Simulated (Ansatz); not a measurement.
Ru:

```xyz
2
Lattice="2.7058 0.0000 0.0000 -1.3529 2.3433 0.0000 0.0000 0.0000 4.2819" Properties=species:S:1:pos:R:3 pbc="T T T"
Ru    1.3529    0.7811    3.2114
Ru    0.0000    1.5622    1.0705
```

```yaml
Program: Ansatz 0.2.0
Task: relaxation of cell and atoms
Functional: PBEsol
Dispersion: D3(BJ)
Potentials_or_basis: Ansatz PAW
Cutoff: "420 eV (not typed: the program's choice for these potentials)"
k_mesh: 11 × 11 × 6
Occupations: fermi-dirac, width 0.05 eV
Spin: no spin polarisation
```

At the start: volume 13.57 Å³/atom.

Question: Where does the relaxation end?

Answer: It ends after 5 steps and the volume is 13.04 Å³/atom (-3.9 %); space group P6_3/mmc (No. 194, to 0.05 Å).

The path:
```
step  energy change (eV)  largest force (eV/Å)  volume (Å³)
   1              0.0000                0.0000        27.15
   2             -0.0455                0.0000        26.18
   3             -0.0459                0.0000        26.08
   4             -0.0459                0.0000        26.09
   5             -0.0455                0.0000        26.09
```

Final structure:
```
CELL_PARAMETERS angstrom
2.66944 0.00000 0.00000
-1.33472 2.31180 0.00000
0.00000 0.00000 4.22766
ATOMIC_POSITIONS crystal
Ru 0.66667 0.33333 0.75000
Ru 0.33333 0.66667 0.25000
```

Caveat: the plane-wave basis is chosen anew once the cell has moved, so the energies of steps on either side of that aren't comparable; the PAW data sets come from PBE, with cores solved anew for the run's functional, which leaves a small shift of forces and pressure.
